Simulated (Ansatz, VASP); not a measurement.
# MgS: VASP beside Ansatz

```
Mg S
1.0
    -0.08294    2.83088    2.83088
     2.83088   -0.08294    2.83088
     2.74793    2.74793    0.00000
Mg S
1 1
Direct
  0.99456 0.99456 0.00544
  0.25544 0.25544 0.24456
```

Change from the starting cell: shear_xy strain -5.9%.

Alike in both runs: task single point; functional PBE; k mesh 8 × 8 × 8; occupations fermi-dirac, width 0.02 eV; no spin polarisation.

```csv
,VASP,Ansatz
version,VASP 6.6.1,Ansatz 0.2.0
potentials or method,"VASP PAW PBE potentials, release 64 (Mg, S)","plane waves, PAW"
plane-wave cutoff (eV),520,420
valence electrons in the cell,8,16
```

```tsv
	VASP	Ansatz	Ansatz less VASP
gap on the k mesh at the Fermi level (eV)	3.24	3.25	+0.008
pressure (GPa)	0.9	1.1	+0.15
largest component of the traceless stress (GPa)	1.79	1.78	-0.012
rms of the force components (eV/Å)	0.006	0.007	+0.0006
```

Atom by atom the forces differ by 0.001 eV/Å (rms over components). The two sets of potentials don't hold the same shells in valence.

A k mesh can miss the band edges.
